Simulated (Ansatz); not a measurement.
Ansatz results at the PBE0-D4/def2-TZVP geometry: HOMO energy (B3LYP/def2-TZVPP) -5.95 eV; HOMO energy (ωB97M-V/def2-TZVPP) -8.33 eV; LUMO energy (B3LYP/def2-TZVPP) 0.28 eV.

Each molecule was computed in one conformer, which needn't be the lowest.

(1) Which molecule gave them?
A. `CC1=C(O)C1`
B. `C=CC(=C)O`
C. `BB[O][AlH2]`
D. `C=CC(C)=O`

Results:

(1) A. The others give `C=CC(=C)O`: -6.31, -8.63, -0.94; `C=CC(C)=O`: -7.10, -9.79, -1.92; `BB[O][AlH2]`: -7.12, -9.57, -1.98.

B3LYP here is the variant with VWN-RPA as its local correlation; programs differ in this.
